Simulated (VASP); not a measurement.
# CdS (Hawleyite) (F-43m) in VASP: a series of runs

The runs below take CdS (Hawleyite) through band structure, G0W0 quasiparticle levels, with PBE-EpsX, PBE, LDA.

Program: VASP 6.6.1. These are calculated values, not measurements. Logs are shortened: lines on timing, memory, paths and dates and some standing lists are left out, and cuts for length are marked.

## (1) Starting point

Symmetry: F-43m, No. 216, cubic system. Conventional cell: a = 5.833 Å, b = 5.833 Å, c = 5.833 Å, α = 90.00°, β = 90.00°, γ = 90.00°. Cd (site symmetry -43m) is surrounded by 4 S at 2.53 Å. Around S (site symmetry -43m) lie 4 Cd at 2.53 Å.

## (2) Band structure, PBE-EpsX

POSCAR

```
CdS
1.0
    0.0000000000      2.9165000000      2.9165000000
    2.9165000000      0.0000000000      2.9165000000
    2.9165000000      2.9165000000      0.0000000000
Cd S
1 1
Direct
    0.0000000000      0.0000000000      0.0000000000
    0.7500000000      0.7500000000      0.7500000000
```

INCAR.step1

```
ALGO = Normal
EDIFF = 1E-8
ENCUT = 520
GGA = PE
ISIF = 2
ISMEAR = 0
LASPH = True
LCHARG = False
LEPSILON = True
LREAL = False
LWAVE = False
NELM = 60
PREC = Accurate
SIGMA = 0.02
```

KPOINTS.step1

```
Automatic mesh
0
G
  8 8 8
  0 0 0
```

INCAR.step2

```
ALGO = Normal
EDIFF = 1E-5
ENCUT = 520
GGA = PE
ISIF = 2
ISMEAR = 0
LASPH = True
LCHARG = False
LREAL = False
LWAVE = True
NELM = 60
PREC = Accurate
SIGMA = 0.02
```

KPOINTS.step2

```
k-points
0
Gamma
  6 6 6
```

INCAR.step3

```
AEXX = 0.1539
ALGO = Normal
EDIFF = 1E-6
ENCUT = 520
GGA = PE
HFRCUT = -1
ISIF = 2
ISMEAR = 0
ISTART = 1
LASPH = True
LCHARG = False
LHFCALC = True
LREAL = False
LWAVE = False
NELM = 60
PREC = Accurate
PRECFOCK = Fast
SIGMA = 0.02
```

KPOINTS.step3

```
k-points
0
Gamma
  6 6 6
```

KPOINTS_OPT

```
path GXWKGLUWLK,UX
12
line-mode
reciprocal
 0.0000000000  0.0000000000  0.0000000000  G
 0.5000000000  0.0000000000  0.5000000000  X

 0.5000000000  0.0000000000  0.5000000000  X
 0.5000000000  0.2500000000  0.7500000000  W

 0.5000000000  0.2500000000  0.7500000000  W
 0.3750000000  0.3750000000  0.7500000000  K

 0.3750000000  0.3750000000  0.7500000000  K
 0.0000000000  0.0000000000  0.0000000000  G

 0.0000000000  0.0000000000  0.0000000000  G
 0.5000000000  0.5000000000  0.5000000000  L

 0.5000000000  0.5000000000  0.5000000000  L
 0.6250000000  0.2500000000  0.6250000000  U

 0.6250000000  0.2500000000  0.6250000000  U
 0.5000000000  0.2500000000  0.7500000000  W

 0.5000000000  0.2500000000  0.7500000000  W
 0.5000000000  0.5000000000  0.5000000000  L

 0.5000000000  0.5000000000  0.5000000000  L
 0.3750000000  0.3750000000  0.7500000000  K

 0.6250000000  0.2500000000  0.6250000000  U
 0.5000000000  0.0000000000  0.5000000000  X
```

Potentials or basis: VASP PAW PBE potentials, release 64 (Cd, S).

The run is started by

```
$ cat potpaw_PBE.64/Cd/POTCAR potpaw_PBE.64/S/POTCAR > POTCAR
$ cp INCAR.step1 INCAR
$ cp KPOINTS.step1 KPOINTS
$ mpirun -np 1 vasp_std > vasp.out
$ cp INCAR.step2 INCAR
$ cp KPOINTS.step2 KPOINTS
$ mpirun -np 1 vasp_std > vasp.out
$ cp INCAR.step3 INCAR
$ cp KPOINTS.step3 KPOINTS
$ mpirun -np 1 vasp_std > vasp.out
```

OUTCAR:

```text
AEXX = 0.1539
   EDIFF = 1E-6
   ENCUT = 520
   GGA = PE
   ISIF = 2
   ISMEAR = 0
   ISTART = 1
   LASPH = True
   LHFCALC = True
   LREAL = False
   NELM = 60
   PREC = Accurate
   PRECFOCK = Fast

 ion  position               nearest neighbor table
   1  0.000  0.000  0.000-   2 2.53   2 2.53   2 2.53   2 2.53
   2  0.750  0.750  0.750-   1 2.53   1 2.53   1 2.53   1 2.53

  LATTYP: Found a face centered cubic cell.
 ALAT       =     5.8330000000

  Lattice vectors:

 A1 = (   0.0000000000,   2.9165000000,   2.9165000000)
 A2 = (   2.9165000000,   0.0000000000,   2.9165000000)
 A3 = (   2.9165000000,   2.9165000000,   0.0000000000)

Analysis of symmetry for initial positions (statically):
=====================================================================
 Subroutine PRICEL returns:
 Original cell was already a primitive cell.

 Routine SETGRP: Setting up the symmetry group for a
 face centered cubic supercell.

 Subroutine GETGRP returns: Found 24 space group operations
 (whereof 24 operations were pure point group operations)
 out of a pool of 48 trial point group operations.

The static configuration has the point symmetry T_d .

Analysis of symmetry for dynamics (positions and initial velocities):
=====================================================================
 Subroutine PRICEL returns:
 Original cell was already a primitive cell.

 Routine SETGRP: Setting up the symmetry group for a
 face centered cubic supercell.

 Subroutine GETGRP returns: Found 24 space group operations
 (whereof 24 operations were pure point group operations)
 out of a pool of 48 trial point group operations.

The dynamic configuration has the point symmetry T_d .

 Subroutine INISYM returns: Found 24 space group operations
 (whereof 24 operations are pure point group operations),
 and found     1 'primitive' translations

----------------------------------------------------------------------------------------

                                     Primitive cell

  volume of cell :      49.6153

  direct lattice vectors                    reciprocal lattice vectors
     0.000000000  2.916500000  2.916500000    -0.171438368  0.171438368  0.171438368
     2.916500000  0.000000000  2.916500000     0.171438368 -0.171438368  0.171438368
     2.916500000  2.916500000  0.000000000     0.171438368  0.171438368 -0.171438368

  length of vectors
[... 91 lines left out ...]
   IMIX   =      1    mixing-type and parameters
     AMIX     =   0.40;   BMIX     =  1.00
     AMIX_MAG =   1.60;   BMIX_MAG =  1.00
  volume/ion in A,a.u.               =      24.81       167.41
  Fermi-wavevector in a.u.,A,eV,Ry     =   1.167599  2.206442 18.548649  1.363287
  Thomas-Fermi vector in A             =   2.304097
   LORBIT       =      0    0 simple, 1 ext, 2 COOP (PROOUT), +10 PAW based schemes
   GGA     = PE    functional components
   LHFCALC =     T    Hartree Fock is set to
   PRECFOCK=fast      Normal, Fast or Accurate (Low or Medium for compatibility)
   ENCUT4O =  -1.0   cutoff for four orbital integrals eV
   NKREDX  =     1    reduce k-point grid by
   NKREDY  =     1    reduce k-point grid by
   NKREDZ  =     1    reduce k-point grid by
   AEXX    =    0.1539 exact exchange contribution
   HFSCREEN=    0.0000 screening length (either q_TF or 0.3 A-1)
   HFSCREENC=   0.0000 screening length for correlation (either q_TF or 0.3 A-1)
   ENCUTFOCK=  -1.0 apply spherical cutoff to Coloumb kernel
   IVDW    =     0    specifies the selected vdW correction
   LEPSILON=     F    determine dielectric tensor
   LRPA    =     F    only Hartree local field effects (RPA)
 non-spin polarized calculation
 Gauss-broadening in eV      SIGMA  =   0.02
  energy-cutoff  :      520.00
  volume of cell :       49.62
 maximum number of plane-waves:      1363
 NGX is ok and might be reduce to    32
  NGX = 18; NGY = 18; NGZ = 18

 number of electron      18.0000004 magnetization

 Free energy of the ion-electron system (eV)
  ---------------------------------------------------
  ext. energy  EPLUGINS =         0.00000000
  ---------------------------------------------------
  free energy    TOTEN  =        -7.36426457 eV

  energy without entropy =       -7.36426457  energy(sigma->0) =       -7.36426457

 E-fermi :   0.8607     XC(G=0):  -7.9608

 val. band max:        0.6996725163   @ k =   0.0000   0.0000   0.0000
 cond. band min:       2.8554876530   @ k =   0.0000   0.0000   0.0000
 fundamental gap:      2.1558151366
 Fermi energy:         0.8607134795

 k-point     1 :       0.0000    0.0000    0.0000
  band No.  band energies     occupation
      1     -12.4566      2.00000
      2      -7.7608      2.00000
      3      -7.7608      2.00000
      4      -7.7608      2.00000
      5      -7.2777      2.00000
      6      -7.2777      2.00000
      7       0.6997      2.00000
      8       0.6997      2.00000
      9       0.6997      2.00000
     10       2.8555      0.00000
     11       8.3950      0.00000
     12       8.3950      0.00000
     13       8.3950      0.00000
[... 226 lines left out ...]
  band No.  band energies     occupation
      1     -11.8754      2.00000
      2      -7.5243      2.00000
      3      -7.4908      2.00000
      4      -7.3581      2.00000
      5      -7.2371      2.00000
      6      -6.6577      2.00000
      7      -3.4044      2.00000
      8      -1.5889      2.00000
      9      -1.5537      2.00000
     10       6.4358      0.00000
     11       7.0184      0.00000
     12      10.1171      0.00000
     13      10.2528      0.00000

------------------------ aborting loop because EDIFF is reached ----------------------------------------

  FORCE on cell =-STRESS in cart. coord.  units (eV):
  Direction    XX          YY          ZZ          XY          YZ          ZX
  --------------------------------------------------------------------------------------
  -------------------------------------------------------------------------------------
  Total        0.7245005      0.7245005      0.7245005      0.0000000      0.0000000      0.0000000
  in kB       23.3955556     23.3955556     23.3955556      0.0000000      0.0000000      0.0000000
  external PRESSURE =      23.3955556 kB  Pullay stress =       0.0000000 kB

 VOLUME and BASIS-vectors are now :
 -----------------------------------------------------------------------------
  energy-cutoff  :      520.00
  volume of cell :       49.62
      direct lattice vectors                 reciprocal lattice vectors
     0.000000000  2.916500000  2.916500000    -0.171438368  0.171438368  0.171438368
     2.916500000  0.000000000  2.916500000     0.171438368 -0.171438368  0.171438368
     2.916500000  2.916500000  0.000000000     0.171438368  0.171438368 -0.171438368

 POSITION                                       TOTAL-FORCE (eV/Angst)
 -----------------------------------------------------------------------------------
      0.00000      0.00000      0.00000        -0.000000     -0.000000     -0.000000
      4.37475      4.37475      4.37475         0.000000      0.000000      0.000000
 -----------------------------------------------------------------------------------
    total drift:                               -0.000079     -0.000072     -0.000051

  FREE ENERGIE OF THE ION-ELECTRON SYSTEM (eV)
  ---------------------------------------------------
  free  energy   TOTEN  =        -7.3642645720 eV

  energy  without entropy=       -7.3642645720  energy(sigma->0) =       -7.36426457
```

It took 2 h on 1 thread of AMD EPYC 7R13 (Zen 3), shared host; peak memory 0.29 GiB.

What came out:

| Quantity | Value |
| --- | --- |
| Free energy | -7.3643 eV |
| Pressure | 2.3 GPa |
| Band gap on the k mesh | 2.16 eV, direct |
| Band gap along the path | 2.16 eV, direct |

Levels at the corners of the path, in eV from the valence-band top:
```tsv
point	band 5	band 6	band 7	band 8	band 9	band 10	band 11	band 12	band 13
Γ	-7.98	-7.98	0.00	0.00	0.00	2.16	7.70	7.70	7.70
X	-7.89	-7.50	-4.17	-1.99	-1.99	4.51	5.47	10.48	12.16
X	-7.89	-7.50	-4.17	-1.99	-1.99	4.51	5.47	10.48	12.16
W	-7.97	-7.31	-4.08	-2.38	-2.34	6.47	6.71	8.43	9.15
W	-7.97	-7.31	-4.08	-2.38	-2.34	6.47	6.71	8.43	9.15
K	-7.93	-7.37	-4.12	-2.69	-1.62	5.28	6.64	9.67	10.32
K	-7.93	-7.37	-4.12	-2.69	-1.62	5.28	6.64	9.67	10.33
Γ	-7.98	-7.98	0.00	0.00	0.00	2.16	7.70	7.70	7.70
Γ	-7.98	-7.98	0.00	0.00	0.00	2.16	7.70	7.70	7.70
L	-7.94	-7.58	-4.64	-0.80	-0.80	4.10	8.15	8.15	8.65
L	-7.94	-7.58	-4.64	-0.80	-0.80	4.10	8.15	8.15	8.65
U	-7.93	-7.37	-4.12	-2.69	-1.62	5.28	6.64	9.67	10.32
U	-7.93	-7.37	-4.12	-2.69	-1.62	5.28	6.64	9.67	10.32
W	-7.97	-7.31	-4.08	-2.38	-2.34	6.47	6.71	8.43	9.15
W	-7.97	-7.31	-4.08	-2.38	-2.34	6.47	6.71	8.43	9.15
L	-7.94	-7.58	-4.64	-0.80	-0.80	4.10	8.15	8.15	8.65
L	-7.94	-7.58	-4.64	-0.80	-0.80	4.10	8.15	8.15	8.65
K	-7.93	-7.37	-4.12	-2.69	-1.62	5.28	6.64	9.67	10.32
U	-7.93	-7.37	-4.12	-2.69	-1.62	5.28	6.64	9.67	10.32
X	-7.89	-7.50	-4.17	-1.99	-1.99	4.51	5.47	10.48	12.16
```

Caveat: the PAW data sets were made with another functional, which shifts forces and pressure a little.

## (3) G0W0 quasiparticle levels, PBE

POSCAR is that of step 2.

INCAR.step1

```
ALGO = Fast ; EDIFF = 1E-8
ENCUT = 450 ; GGA = PE
ISMEAR = 0 ; LASPH = True
LCHARG = False ; LREAL = False
LWAVE = True ; NELM = 100
PREC = Accurate ; SIGMA = 0.01
```

INCAR.step2

```
ALGO = Exact ; EDIFF = 1E-8
ENCUT = 450 ; GGA = PE
ISMEAR = 0 ; ISTART = 1
LASPH = True ; LCHARG = False
LOPTICS = True ; LREAL = False
LWAVE = True ; NBANDS = 121
NELM = 1 ; PREC = Accurate
SIGMA = 0.01
```

INCAR.step3

```
ALGO = EVGW0 ; EDIFF = 1E-8
ENCUT = 450 ; ENCUTGW = 100
GGA = PE ; ISMEAR = 0
ISTART = 1 ; LASPH = True
LCHARG = False ; LREAL = False
LWAVE = False ; NBANDS = 121
NBANDSGW = 17 ; NELMGW = 1
NOMEGA = 50 ; PREC = Accurate
PRECFOCK = Fast ; SIGMA = 0.01
```

KPOINTS

```
k-points
0
Gamma
  4 4 4
```

Potentials or basis: VASP PAW PBE potentials, release 64 (Cd_GW, S_GW).

The run is started by

```
$ cat potpaw_PBE.64/Cd_GW/POTCAR potpaw_PBE.64/S_GW/POTCAR > POTCAR
$ cp INCAR.step1 INCAR
$ mpirun -np 1 vasp_std > vasp.out
$ cp INCAR.step2 INCAR
$ mpirun -np 1 vasp_std > vasp.out
$ cp INCAR.step3 INCAR
$ mpirun -np 1 vasp_std > vasp.out
```

OUTCAR:

```text
EDIFF = 1E-8
   ENCUT = 450
   ENCUTGW = 100
   GGA = PE
   ISMEAR = 0
   ISTART = 1
   LASPH = True
   LREAL = False
   NELMGW = 1
   PREC = Accurate
   PRECFOCK = Fast

 ion  position               nearest neighbor table
   1  0.000  0.000  0.000-   2 2.53   2 2.53   2 2.53   2 2.53
   2  0.750  0.750  0.750-   1 2.53   1 2.53   1 2.53   1 2.53

  LATTYP: Found a face centered cubic cell.
 ALAT       =     5.8330000000

  Lattice vectors:
[... 154 lines left out ...]
   ENCUTGW             = 100.0    cutoff for response function in eV
   ENCUTGWSOFT         =  80.0    soft cutoff for Coulomb kernel in GW response function in eV
   ENCUTLF             =  -1.0    cutoff for local field effects
   NELMGW              =     1    number of iterations in solving QP/BSE equation
   NELMHF              =     1    number of iterations in the inner HF iteration
   NKREDLFX            =     1    NKREDLFY  =   1   NKREDLFZ  =   1
 non-spin polarized calculation
 Gauss-broadening in eV      SIGMA  =   0.01
  energy-cutoff  :      450.00
  volume of cell :       49.62
 maximum number of plane-waves:      1090
 NGX is ok and might be reduce to    30
  NGX = 16; NGY = 16; NGZ = 16
   NGX = 15   NGY = 15   NGZ = 15
 maximum number of plane-waves:       125
 NGX is ok and might be reduce to    14

 QP shifts <psi_nk| G(iteration)W_0 |psi_nk>: iteration 1
 for sc-GW calculations column KS-energies equals QP-energies in previous step
 and V_xc(KS)=  KS-energies - (<T + V_ion + V_H > + <T+V_H+V_ion>^1  + <V_x>^1)

 k-point   1 :       0.0000    0.0000    0.0000
  band No.  KS-energies  QP-energies   sigma(KS)   V_xc(KS)     V^pw_x(r,r')   Z            occupation Imag(sigma)

      1      -9.6917      -9.9957     -13.4983     -12.9991     -20.9180       0.6089       2.0000       1.0634
      2      -5.0717      -6.7845     -17.6361     -15.1662     -22.9053       0.6935       2.0000       0.4064
      3      -5.0717      -6.7845     -17.6361     -15.1662     -22.9053       0.6935       2.0000       0.4064
      4      -5.0717      -6.7845     -17.6361     -15.1662     -22.9053       0.6935       2.0000       0.4064
      5      -4.5942      -6.4244     -18.1026     -15.4980     -23.2327       0.7027       2.0000       0.3649
      6      -4.5942      -6.4244     -18.1026     -15.4980     -23.2327       0.7027       2.0000       0.3649
[... 143 lines left out ...]
      3      -4.8200      -6.6028     -17.9440     -15.4021     -23.1747       0.7014       2.0000       0.4001
      4      -4.6329      -6.4575     -18.1020     -15.5105     -23.2695       0.7041       2.0000       0.3818
      5      -4.5867      -6.4055     -18.0370     -15.4524     -23.1770       0.7037       2.0000       0.3702
      6      -3.9616      -5.6355     -18.0410     -15.6650     -23.1889       0.7045       2.0000       0.3898
[... 9 lines left out ...]
     16      15.7606      16.4334     -10.8095     -11.7178      -5.1523       0.7409       0.0000      -0.4599
     17      15.9338      16.5102      -9.9690     -10.7475      -4.2922       0.7403       0.0000      -0.4439
```

Run time: 2 min. Hardware: 1 thread of Intel Xeon Platinum 8488C (Sapphire Rapids), shared host; peak memory 0.4 GiB.

What came out:

```
Band gap on the k mesh, mean-field level : 1.13 eV, direct
Quasiparticle gap                        : 1.88 eV
Least direct quasiparticle gap           : 1.88 eV
```

Levels at points of the mesh, in eV from the valence-band top:
| k point | band 5 | band 6 | band 7 | band 8 | band 9 | band 10 | band 11 | band 12 | band 13 |
| --- | --- | --- | --- | --- | --- | --- | --- | --- | --- |
| (0.00, 0.00, 0.00) | -7.27 | -7.27 | 0.00 | 0.00 | 0.00 | 1.13 | 6.51 | 6.51 | 6.51 |
| (0.50, 0.00, 0.00) | -7.23 | -6.89 | -4.41 | -0.75 | -0.75 | 3.00 | 6.98 | 6.98 | 7.45 |
| (0.50, 0.50, 0.00) | -7.18 | -6.82 | -3.96 | -1.88 | -1.88 | 3.54 | 4.34 | 9.19 | 10.76 |

Caveat: the k mesh is coarse (spacing up to 0.47 Å⁻¹), so the values aren't converged; bands, screening cutoff and mesh are small and nothing is extrapolated, so the quasiparticle values aren't converged.

(Part 1 of 2 ends here.)
